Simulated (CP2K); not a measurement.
## KBr under changes of volume

One of the cells (35.937 Å³/atom); the others are scaled copies at fixed shape and fractional positions:

```
CELL_PARAMETERS angstrom
4.66690 0.00000 0.00000
2.33345 4.04166 0.00000
2.33345 1.34722 3.81051
ATOMIC_POSITIONS crystal
Br 0.50000 0.50000 0.50000
K 0.00000 0.00000 0.00000
```

```yaml
Program: CP2K 2026.2
Functional: LDA
Potentials_or_basis: GTH_POTENTIALS Br GTH-PADE-q7, K GTH-PADE-q9; TZVP-MOLOPT-PBE-GTH basis
Density_cutoff: 6123 eV
k_mesh: 7 × 7 × 7
Occupations: fermi-dirac, width 0.05 eV
Spin: no spin polarisation
```

| volume (Å³/atom) | energy over the lowest point (meV/atom) | pressure (GPa) | gap on the mesh (eV) |
| --- | --- | --- | --- |
| 33.781 | 0.00 | -0.9 | 4.16 |
| 34.500 | 4.72 | -1.2 | 4.10 |
| 35.218 | 10.76 | -1.5 | 4.05 |
| 35.937 | ? | ? | ? |
| 36.656 | 26.14 | -1.9 | 3.94 |
| 37.374 | 35.21 | -2.1 | 3.90 |
| 38.093 | 45.04 | -2.3 | 3.85 |

**Question.** What does the run at 35.937 Å³/atom give?

**Answer.** Energy over the lowest point 17.94 meV/atom; pressure -1.7 GPa; gap on the mesh 3.99 eV.

Worked out: A Birch-Murnaghan fit of order 3 (a polynomial in V^(-2/3)) to the other rows has no minimum within the range. It gives 17.95 meV/atom at 35.937 Å³/atom, against the run's 17.94, and -dE/dV = -1.7 GPa, against -1.7. A straight line through the other rows of the gap, of slope -2.57 eV per unit of ln V (its deformation potential), gives 4.00 eV, against the run's 3.99.

Energies are extrapolated to zero smearing.

Caveats: the basis of atomic orbitals isn't converged, which shifts pressures, moduli and gaps; an odd mesh through Γ misses points on the zone boundary, where band edges often lie (some runs).

Spin-orbit coupling on Br is left out.
